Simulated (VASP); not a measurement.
# GaP (F-43m) in VASP: G0W0 quasiparticle levels with PBE

Aim: the G0W0 quasiparticle levels of GaP with PBE.

Everything below comes from runs of VASP 6.6.1. Logs are shortened: lines on timing, memory, paths and dates and some standing lists are left out, and cuts for length are marked.

## (1) The structure

It takes space group F-43m (No. 216, cubic). The conventional cell has a = 5.451 Å, b = 5.451 Å, c = 5.451 Å, α = 90.00°, β = 90.00°, γ = 90.00°. Ga (site symmetry -43m) is surrounded by 4 P at 2.36 Å. P (site symmetry -43m) has 4 Ga at 2.36 Å as nearest neighbours.

## (2) G0W0 quasiparticle levels, PBE

POSCAR reads:

```
GaP
1.0
    0.0000000000      2.7252500000      2.7252500000
    2.7252500000      0.0000000000      2.7252500000
    2.7252500000      2.7252500000      0.0000000000
Ga P
1 1
Direct
    0.0000000000      0.0000000000      0.0000000000
    0.2500000000      0.2500000000      0.2500000000
```

INCAR.step1 reads:

```
SYSTEM = GaP
ALGO = Normal ; EDIFF = 1E-8
ENCUT = 420 ; GGA = PE
ISMEAR = 0 ; LASPH = .True.
LCHARG = .False. ; LREAL = .False.
LWAVE = .True. ; NELM = 100
PREC = Accurate ; SIGMA = 0.01
```

INCAR.step2 reads:

```
SYSTEM = GaP
ALGO = Exact ; EDIFF = 1E-8
ENCUT = 420 ; GGA = PE
ISMEAR = 0 ; ISTART = 1
LASPH = .True. ; LCHARG = .False.
LOPTICS = .True. ; LREAL = .False.
LWAVE = .True. ; NBANDS = 149
NELM = 1 ; PREC = Accurate
SIGMA = 0.01
```

INCAR.step3 reads:

```
SYSTEM = GaP
ALGO = EVGW0 ; EDIFF = 1E-8
ENCUT = 420 ; ENCUTGW = 200
GGA = PE ; ISMEAR = 0
ISTART = 1 ; LASPH = .True.
LCHARG = .False. ; LREAL = .False.
LWAVE = .False. ; NBANDS = 149
NBANDSGW = 17 ; NELMGW = 1
NOMEGA = 60 ; PREC = Accurate
PRECFOCK = Fast ; SIGMA = 0.01
```

KPOINTS reads:

```
k-points
0
Gamma
  4 4 4
  0 0 0
```

Potentials or basis: VASP PAW PBE potentials, release 64 (Ga_d_GW, P_GW).

The run is started by

```bash
cat potpaw_PBE.64/Ga_d_GW/POTCAR potpaw_PBE.64/P_GW/POTCAR > POTCAR
cp INCAR.step1 INCAR
mpirun -np 1 vasp_std > vasp.out
cp INCAR.step2 INCAR
mpirun -np 1 vasp_std > vasp.out
cp INCAR.step3 INCAR
mpirun -np 1 vasp_std > vasp.out
```

OUTCAR:

```text
SYSTEM = GaP
   EDIFF = 1E-8
   ENCUT = 420
   ENCUTGW = 200
   GGA = PE
   ISMEAR = 0
   ISTART = 1
   LASPH = .True.
   LREAL = .False.
   NELMGW = 1
   PREC = Accurate
   PRECFOCK = Fast

 ion  position               nearest neighbor table
   1  0.000  0.000  0.000-   2 2.36   2 2.36   2 2.36   2 2.36
   2  0.250  0.250  0.250-   1 2.36   1 2.36   1 2.36   1 2.36

  LATTYP: Found a face centered cubic cell.
 ALAT       =     5.4505000000

  Lattice vectors:

 A1 = (   0.0000000000,   2.7252500000,   2.7252500000)
 A2 = (   2.7252500000,   0.0000000000,   2.7252500000)
 A3 = (   2.7252500000,   2.7252500000,   0.0000000000)

Analysis of symmetry for initial positions (statically):
=====================================================================
 Subroutine PRICEL returns:
 Original cell was already a primitive cell.

 Routine SETGRP: Setting up the symmetry group for a
 face centered cubic supercell.

 Subroutine GETGRP returns: Found 24 space group operations
 (whereof 24 operations were pure point group operations)
 out of a pool of 48 trial point group operations.

The static configuration has the point symmetry T_d .

Analysis of symmetry for dynamics (positions and initial velocities):
=====================================================================
 Subroutine PRICEL returns:
 Original cell was already a primitive cell.

 Routine SETGRP: Setting up the symmetry group for a
 face centered cubic supercell.

 Subroutine GETGRP returns: Found 24 space group operations
 (whereof 24 operations were pure point group operations)
 out of a pool of 48 trial point group operations.

The dynamic configuration has the point symmetry T_d .

 Subroutine INISYM returns: Found 24 space group operations
 (whereof 24 operations are pure point group operations),
 and found     1 'primitive' translations

----------------------------------------------------------------------------------------

                                     Primitive cell

  volume of cell :      40.4808

  direct lattice vectors                    reciprocal lattice vectors
     0.000000000  2.725250000  2.725250000    -0.183469406  0.183469406  0.183469406
     2.725250000  0.000000000  2.725250000     0.183469406 -0.183469406  0.183469406
     2.725250000  2.725250000  0.000000000     0.183469406  0.183469406 -0.183469406

  length of vectors
     3.854085511  3.854085511  3.854085511     0.317778334  0.317778334  0.317778334

  position of ions in fractional coordinates (direct lattice)
     0.000000000  0.000000000  0.000000000
     0.250000000  0.250000000  0.250000000

  ion indices of the primitive-cell ions
   primitive index   ion index
                 1           1
                 2           2

----------------------------------------------------------------------------------------

 KPOINTS: k-points

Automatic generation of k-mesh.
 Grid dimensions read from file:
 generate k-points for:    4    4    4

 Generating k-lattice:

  Cartesian coordinates                     Fractional coordinates (reciprocal lattice)
    -0.045867352  0.045867352  0.045867352     0.250000000  0.000000000  0.000000000
     0.045867352 -0.045867352  0.045867352     0.000000000  0.250000000  0.000000000
     0.045867352  0.045867352 -0.045867352     0.000000000  0.000000000  0.250000000

  Length of vectors
     0.079444583  0.079444583  0.079444583

  Shift w.r.t. Gamma in fractional coordinates (k-lattice)
     0.000000000  0.000000000  0.000000000

 Subroutine IBZKPT returns following result:
 ===========================================

 Found      8 irreducible k-points:

 Following reciprocal coordinates:
            Coordinates               Weight
  0.000000  0.000000  0.000000      1.000000
  0.250000  0.000000  0.000000      8.000000
  0.500000  0.000000  0.000000      4.000000
  0.250000  0.250000  0.000000      6.000000
  0.500000  0.250000  0.000000     24.000000
 -0.250000  0.250000  0.000000     12.000000
  0.500000  0.500000  0.000000      3.000000
 -0.250000  0.500000  0.250000      6.000000
   k-points           NKPTS =      8   k-points in BZ     NKDIM =     64   number of bands    NBANDS=    149
   number of dos      NEDOS =    301   number of ions     NIONS =      2
   total plane-waves  NPLWV =  21952
   dimension x,y,z NGX =    28 NGY =   28 NGZ =   28
   dimension x,y,z NGXF=    56 NGYF=   56 NGZF=   56
   ions per type =               1   1
   NGX,Y,Z   is equivalent  to a cutoff of  12.08, 12.08, 12.08 a.u.
   NGXF,Y,Z  is equivalent  to a cutoff of  24.16, 24.16, 24.16 a.u.
 SYSTEM =  GaP
   PREC   = accura    normal or accurate (medium, high low for compatibility)
   ISTART =      1    job   : 0-new  1-cont  2-samecut
   ICHARG =      0    charge: 1-file 2-atom 10-const
   ISPIN  =      1    spin polarized calculation?
   LNONCOLLINEAR =      F non collinear calculations
   LSORBIT =      F    spin-orbit coupling
   LASPH  =      T    aspherical Exc in radial PAW
   ENCUT  =  420.0 eV  30.87 Ry    5.56 a.u.   6.44  6.44  6.44*2*pi/ulx,y,z
   NELM   =     60;   NELMIN=  2; NELMDL=  0     # of ELM steps
   EDIFF  = 0.1E-07   stopping-criterion for ELM
   LREAL  =      F    real-space projection
   EDIFFG = 0.1E-06   stopping-criterion for IOM
   NSW    =      0    number of steps for IOM
   IBRION =     -1    ionic relax: 0-MD 1-quasi-New 2-CG
   NFREE  =      0    steps in history (QN), initial steepest desc. (CG)
   ISIF   =      0    stress and relaxation
   ISYM   =      3    0-nonsym 1-usesym 2-fastsym
   POTIM  = 0.5000    time-step for ionic-motion
   TEBEG  =    0.0;   TEEND  =   0.0 temperature during run
   PSTRESS=    0.0 pullay stress
   NELECT =      18.0000    total number of electrons
   NUPDOWN=      -1.0000    fix difference up-down
   EMIN   =  10.00;   EMAX   =-10.00  energy-range for DOS
   EFERMI =   0.00;   METHOD = LEGACY
   ISMEAR =     0;   SIGMA  =   0.01  broadening in eV -4-tet -1-fermi 0-gaus
   EFERMI_NEDOS =   21; number of points for ismear=-14 and -15
   IALGO  =     38    algorithm
   IMIX   =      4    mixing-type and parameters
     AMIX     =   0.40;   BMIX     =  1.00
     AMIX_MAG =   1.60;   BMIX_MAG =  1.00
  volume/ion in A,a.u.               =      20.24       136.59
  Fermi-wavevector in a.u.,A,eV,Ry     =   1.249538  2.361284 21.243377  1.561344
  Thomas-Fermi vector in A             =   2.383574
   LORBIT       =      0    0 simple, 1 ext, 2 COOP (PROOUT), +10 PAW based schemes
   GGA     = PE    functional components
   LHFCALC =     T    Hartree Fock is set to
   PRECFOCK=fast      Normal, Fast or Accurate (Low or Medium for compatibility)
   ENCUT4O =  -1.0   cutoff for four orbital integrals eV
   NKREDX  =     1    reduce k-point grid by
   NKREDY  =     1    reduce k-point grid by
   NKREDZ  =     1    reduce k-point grid by
   AEXX    =    1.0000 exact exchange contribution
   HFSCREEN=    0.0000 screening length (either q_TF or 0.3 A-1)
   HFSCREENC=   0.0000 screening length for correlation (either q_TF or 0.3 A-1)
   ENCUTFOCK=  -1.0 apply spherical cutoff to Coloumb kernel
   IVDW    =     0    specifies the selected vdW correction
   LEPSILON=     F    determine dielectric tensor
   LRPA    =     F    only Hartree local field effects (RPA)
   LRPAFORCE           =     F    calculate RPA forces
   ENCUTGW             = 200.0    cutoff for response function in eV
   ENCUTGWSOFT         = 160.0    soft cutoff for Coulomb kernel in GW response function in eV
   ENCUTLF             =  -1.0    cutoff for local field effects
   NELMGW              =     1    number of iterations in solving QP/BSE equation
   NELMHF              =     1    number of iterations in the inner HF iteration
   NKREDLFX            =     1    NKREDLFY  =   1   NKREDLFZ  =   1
 non-spin polarized calculation
 Gauss-broadening in eV      SIGMA  =   0.01
  energy-cutoff  :      420.00
  volume of cell :       40.48
 maximum number of plane-waves:       817
 NGX is ok and might be reduce to    28
  NGX = 16; NGY = 16; NGZ = 16
   NGX = 13   NGY = 13   NGZ = 13
 maximum number of plane-waves:       268

 QP shifts <psi_nk| G(iteration)W_0 |psi_nk>: iteration 1
 for sc-GW calculations column KS-energies equals QP-energies in previous step
 and V_xc(KS)=  KS-energies - (<T + V_ion + V_H > + <T+V_H+V_ion>^1  + <V_x>^1)

 k-point   1 :       0.0000    0.0000    0.0000
  band No.  KS-energies  QP-energies   sigma(KS)   V_xc(KS)     V^pw_x(r,r')   Z            occupation Imag(sigma)

      1     -10.1880     -12.3628     -24.8629     -21.6805     -35.0046       0.6834       2.0000       0.2016
      2     -10.1880     -12.3628     -24.8629     -21.6805     -35.0046       0.6834       2.0000       0.2016
      3     -10.1880     -12.3628     -24.8629     -21.6805     -35.0046       0.6834       2.0000       0.2016
      4     -10.0898     -12.2939     -25.0197     -21.8029     -35.1380       0.6852       2.0000       0.1678
      5     -10.0898     -12.2939     -25.0197     -21.8029     -35.1380       0.6852       2.0000       0.1678
      6      -8.0950      -8.6246     -12.1851     -11.3614     -18.6678       0.6430       2.0000       0.9848
[... 9 lines left out ...]
     16      14.1127      14.3416     -10.5227     -10.8299      -5.0046       0.7452       0.0000      -0.2364
     17      16.8234      16.6763      -8.4188      -8.2236      -2.4418       0.7532       0.0000      -0.4671

 k-point   2 :       0.2500    0.0000    0.0000
  band No.  KS-energies  QP-energies   sigma(KS)   V_xc(KS)     V^pw_x(r,r')   Z            occupation Imag(sigma)

      1     -10.2317     -12.3577     -24.5843     -21.4603     -34.6780       0.6805       2.0000       0.2209
      2     -10.1743     -12.3508     -24.8934     -21.7089     -35.0394       0.6835       2.0000       0.2000
      3     -10.1743     -12.3508     -24.8934     -21.7089     -35.0394       0.6835       2.0000       0.2000
      4     -10.0897     -12.2969     -25.0208     -21.8064     -35.1439       0.6866       2.0000       0.1679
      5     -10.0897     -12.2969     -25.0208     -21.8064     -35.1439       0.6866       2.0000       0.1679
      6      -7.3193      -7.8923     -12.5838     -11.7328     -18.8633       0.6734       2.0000       0.9269
[... 9 lines left out ...]
     16      14.3166      14.1503      -8.1251      -7.9054      -2.4758       0.7575       0.0000      -0.3129
     17      17.4823      17.4533      -9.1145      -9.0759      -2.9315       0.7499       0.0000      -0.5293

 k-point   3 :       0.5000    0.0000    0.0000
  band No.  KS-energies  QP-energies   sigma(KS)   V_xc(KS)     V^pw_x(r,r')   Z            occupation Imag(sigma)
[... 85 lines left out ...]
      1     -10.3048     -12.3907     -24.3842     -21.3059     -34.4556       0.6776       2.0000       0.2365
      2     -10.1266     -12.3077     -24.8983     -21.7002     -34.9986       0.6820       2.0000       0.1740
      3     -10.1243     -12.3266     -25.0079     -21.8135     -35.1758       0.6894       2.0000       0.1959
      4     -10.1243     -12.3266     -25.0079     -21.8135     -35.1758       0.6894       2.0000       0.1959
      5     -10.0695     -12.2860     -25.0561     -21.8452     -35.1952       0.6903       2.0000       0.1657
      6      -5.1217      -5.6776     -13.4828     -12.6748     -19.1285       0.6880       2.0000       0.6681
[... 9 lines left out ...]
     16      17.2975      17.4247     -10.9043     -11.0723      -4.6419       0.7579       0.0000      -0.5440
     17      17.2975      17.4247     -10.9043     -11.0723      -4.6419       0.7579       0.0000      -0.5440

 k-point   8 :      -0.2500    0.5000    0.2500
  band No.  KS-energies  QP-energies   sigma(KS)   V_xc(KS)     V^pw_x(r,r')   Z            occupation Imag(sigma)

      1     -10.2851     -12.3656     -24.3950     -21.3226     -34.4731       0.6771       2.0000       0.2378
      2     -10.1506     -12.3418     -24.9515     -21.7571     -35.1035       0.6859       2.0000       0.1948
      3     -10.1297     -12.3203     -24.9665     -21.7755     -35.1211       0.6865       2.0000       0.1931
      4     -10.1057     -12.2999     -24.9856     -21.7777     -35.1080       0.6840       2.0000       0.1718
      5     -10.0822     -12.2879     -25.0243     -21.8145     -35.1541       0.6872       2.0000       0.1666
      6      -5.0289      -5.5968     -13.6720     -12.8510     -19.3213       0.6917       2.0000       0.6539
[... 9 lines left out ...]
     16      18.0483      18.3133     -10.8389     -11.1970      -4.0438       0.7398       0.0000      -0.6398
     17      18.2403      18.2756     -10.1793     -10.2262      -3.7248       0.7520       0.0000      -0.6349
```

It took 93 s on 1 thread of Intel Xeon 6975P-C (Granite Rapids), shared host; peak memory 0.43 GiB.

What came out:

```yaml
Band_gap_on_the_k_mesh_mean-field_level: 1.63 eV, indirect (least direct gap 1.82 eV)
Quasiparticle_gap: 2.14 eV
Least_direct_quasiparticle_gap: 2.72 eV
```

Levels at points of the mesh, in eV from the valence-band top:
| k point | band 7 | band 8 | band 9 | band 10 | band 11 | band 12 |
| --- | --- | --- | --- | --- | --- | --- |
| (0.00, 0.00, 0.00) | 0.00 | 0.00 | 0.00 | 1.82 | 3.86 | 3.86 |
| (0.50, 0.00, 0.00) | -6.65 | -1.12 | -1.12 | 1.66 | 4.69 | 4.69 |
| (0.50, 0.50, 0.00) | -6.78 | -2.69 | -2.69 | 1.63 | 1.80 | 10.56 |

Caveat: the k mesh is coarse (spacing up to 0.50 Å⁻¹), so the values aren't converged; bands, screening cutoff and mesh are small and nothing is extrapolated, so the quasiparticle values aren't converged. A k mesh can miss the band edges.
